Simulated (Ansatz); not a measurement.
Runs of Ansatz 0.2.0 on Pb. It takes space group Fm-3m (No. 225, cubic). Conventional cell: a = 4.950 Å, b = 4.950 Å, c = 4.950 Å, α = 90.00°, β = 90.00°, γ = 90.00°. Pb (site symmetry m-3m) has 12 Pb at 3.50 Å as nearest neighbours. 

```csv
task,level,potentials or basis,spin,cell,cutoff (eV),points for each segment of the path,pressure (GPa),V0 of scaled cells (Å³/atom),relaxed volume (Å³/atom),B0 (GPa)
equation of state,PBEsol,Ansatz PAW,"SOC, no magnetisation",as given,420,-,-,(b),-,48
relaxation of cell and atoms,r2SCAN+D3(BJ),Ansatz PAW,off,relaxed,500,-,0.0,-,30.36,-
relaxation of cell and atoms,BLYP,Ansatz PAW,off,relaxed,420,-,0.0,-,34.57,-
band structure,BPBE,Ansatz PAW,off,as given,420,14,2.1,-,-,-
equation of state,LDA,PseudoDojo LDA,off,as given,762,-,-,28.99,-,(a)
```

Alike in all rows: k mesh 9 × 9 × 9; smearing fermi-dirac 0.05 eV.

Problem. Estimate the missing entries.

Solution. (a) 55; (b) 29.90.

Caveats: the PAW data sets come from PBE, with cores solved anew for the run's functional, which leaves a small shift of forces and pressure (some runs); the plane-wave basis is chosen anew once the cell has moved, so the energies of steps on either side of that aren't comparable (some runs); the dispersion damping was fitted for another functional or another form of the correction (some runs); the volume moved by +14 % from the deposited cell, more than functionals usually miss (some runs).

Runs at the PBE level aren't shown here.
